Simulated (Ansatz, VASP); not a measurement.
**One calculation of Nb, two programs**

The input INCAR:

```
PREC     = Accurate       # precision mode
ENCUT    = 600            # plane-wave cutoff, eV
EDIFF    = 1E-7           # SCF threshold, eV
ISMEAR   = -1             # smearing method
SIGMA    = 0.05           # smearing width, eV
LREAL    = F              # projectors in reciprocal space
LASPH    = T              # aspherical terms in the spheres
NELM     = 60             # most SCF steps
ALGO     = Normal         # electronic algorithm
ISIF     = 3              # what is computed and relaxed
LWAVE    = F              # write WAVECAR
LCHARG   = F              # write CHGCAR
GGA      = B5             # functional
ALDAX    = 1.0          
AGGAX    = 1.0          
AGGAC    = 1.0          
ALDAC    = 0.0          
IVDW     = 13             # dispersion correction
VDW_S6   = 1.0          
VDW_S8   = 2.34076671   
VDW_A1   = 0.44488865   
VDW_A2   = 4.0933009    
IBRION   = 2              # ionic algorithm
NSW      = 60             # ionic steps
EDIFFG   = -0.01          # ionic threshold
```

Contents of KPOINTS:

```
Automatic mesh
0
Gamma
  11 11 11
```

File POSCAR:

```
Nb
1.0
    0.0000000000      2.1150000000      2.1150000000
    2.1150000000      0.0000000000      2.1150000000
    2.1150000000      2.1150000000      0.0000000000
Nb
1
Direct
    0.0000000000      0.0000000000      0.0000000000
```

File input.yaml:

```yaml
crystal:
  lattice:
    - [0.0, 2.115, 2.115]
    - [2.115, 0.0, 2.115]
    - [2.115, 2.115, 0.0]
  atoms:
    - { symbol: Nb, position: [0.0, 0.0, 0.0] }
hamiltonian:
  xc: blyp
  pseudopotentials: { kind: paw }
  dispersion: d4
kpoints:
  mp_grid: { grid: [11, 11, 11] }
scf:
  occupations: { method: fermi_dirac, width: 0.05 }
output:
  forces: true
  stress: true
  eigenvalues: true
relax:
  f_tol: 0.01
  max_steps: 40
  cell: { stress_tol: 0.05 }
```

This isn't the form of Nb at room conditions, which is bcc.

Alike in both runs: task relaxation of cell and atoms; functional BLYP; dispersion D4; k mesh 11 × 11 × 11; occupations fermi-dirac, width 0.05 eV; no spin polarisation.

|  | VASP | Ansatz |
| --- | --- | --- |
| version | VASP 6.6.1 | Ansatz 0.2.0 |
| potentials or method | VASP PAW PBE potentials, release 64 (Nb_sv) | Ansatz PAW |
| plane-wave cutoff (eV) | 600 | 420 |
| valence electrons in the cell | 13 | 13 |

```csv
,VASP,Ansatz,Ansatz less VASP
"gap on the k mesh at the Fermi level, each at its own relaxed structure (eV)",none,none,-
relaxed volume (Å³/atom),18.80,18.80,+0.003
relaxed cell length with the largest relative difference (Å),2.985,2.985,+0.0002
```

A gap of «none» marks a metal or a gap that the smearing closes.

Caveats: pairwise dispersion overbinds metals, which lowers pressure and volume; the PAW data sets were made with another functional, which shifts forces and pressure a little (VASP); the plane-wave basis is chosen anew once the cell has moved, so the energies of steps on either side of that aren't comparable (Ansatz); the PAW data sets come from PBE, with cores solved anew for the run's functional, which leaves a small shift of forces and pressure (Ansatz).
